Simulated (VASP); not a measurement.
A run of VASP 6.6.1:

The input INCAR:

```
ALGO = Normal
EDIFF = 1E-6
EDIFFG = -0.01
ENCUT = 600
GGA = PE
IBRION = 2
ISIF = 3
ISMEAR = 0
IVDW = 12
KPAR = 8
LASPH = True
LATTICE_CONSTRAINTS = .TRUE. .TRUE. .FALSE.
LCHARG = False
LREAL = False
LWAVE = False
NELM = 80
NSW = 90
PREC = Accurate
SIGMA = 0.03
```

Contents of KPOINTS:

```
k-points
0
Gamma
  12 12 1
```

File POSCAR:

```
Te2Mo
1.0
    3.5182000000      0.0000000000      0.0000000000
   -1.7591000000      3.0468505800      0.0000000000
    0.0000000000      0.0000000000     21.6051888000
Te Mo
2 1
Direct
    0.3333333300      0.6666666700      0.4165666000
    0.3333333300      0.6666666700      0.5834334000
    0.6666666700      0.3333333300      0.5000000000
```

Potentials or basis: VASP PAW PBE potentials, release 64 (Te, Mo_sv).

Command:

```sh
$ cat potpaw_PBE.64/Te/POTCAR potpaw_PBE.64/Mo_sv/POTCAR > POTCAR
$ mpirun -np 8 vasp_std > vasp.out
```

Hardware: 8 MPI ranks on AMD EPYC 7R43 64-Core Processor (Zen 3) (shared host).

Question: Estimate the wall time of this run.

Answer: Run time: 3.7 min on 8 MPI ranks on AMD EPYC 7R43 64-Core Processor (Zen 3) (shared host), peak memory 0.45 GiB a rank. Counts: scf iterations 56, k points 19, ion steps 6.
